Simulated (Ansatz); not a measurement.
Predict the output of the script below (Ansatz's Python interface).

`kf.vasp`
```text
KF
1.0
   3.25895500    0.00000000    0.00000000
   0.00000000    3.25895500    0.00000000
   0.00000000    0.00000000    3.25895500
K F
1 1
Direct
   0.00000000    0.00000000    0.00000000
   0.50000000    0.50000000    0.50000000
```

The script, `kf.py`:
```python
'''One structure of KF under several functionals.'''

import ansatz
from ase.io import read
import pandas as pd

atoms = read('kf.vasp', format='vasp')
xtal = ansatz.Crystal.from_ase(atoms)

job = (
    xtal.calculation()
    .basis(31 * ansatz.Ry)
    .kpoints(6, 6, 6)
    .occupations('Fixed')
    .stress()
    .band_table()
)

rows = []
for value in ['r2scan', 'lda', 'pbe']:
    report = job.functional(value).run(threads=1, pin='off').report
    rows.append((value, report['free_energy_ev'] / len(report['lattice']['sites']), report['n_iterations'], sum(report['stress_gpa'][i][i] for i in range(3)) / 3, report['gap_by_band_count_ev'], report['n_kpoints']))

table = pd.DataFrame(rows, columns=['functional', 'F/atom (eV)', 'iterations', 'P (GPa)', 'gap by band count (eV)', 'k-points'])
print(table.round(5).to_string(index=False))
```

`python kf.py` gives:
```text
DeckWarning: basis.ecutwfc = 421.77648681281397 eV is below the records' recommended 500 eV, and the density's cutoff is lower with it unless basis.ecutrho_ratio is high enough to keep the records' density cutoff: compare with a run at a higher cutoff
functional  F/atom (eV)  iterations  P (GPa)  gap by band count (eV)  k-points
    r2scan  -1177.52674           6 -2.62581                 7.15059        20
       lda  -1146.28224           6 -5.75085                 5.92575        20
       pbe  -1174.29879           6 -0.00323                 6.27390        20
```
(Warnings from the package without file and line.)

Notes:
- The cutoff lies under the one recommended for these potentials in some of the runs.
- Semilocal gaps usually lie well under measured ones.
- Under the recommended cutoff a pressure can be off by several GPa, even in sign.
- Pressure is positive in compression.
- This cell is a computed structure, which may not be the phase found in nature.
- Levels are Kohn-Sham eigenvalues on this mesh.
- Total energies of different functionals can't be compared; pressures, moments and gaps at this one structure can.

(Lines on the test bed's own set-up are left out of the output.)
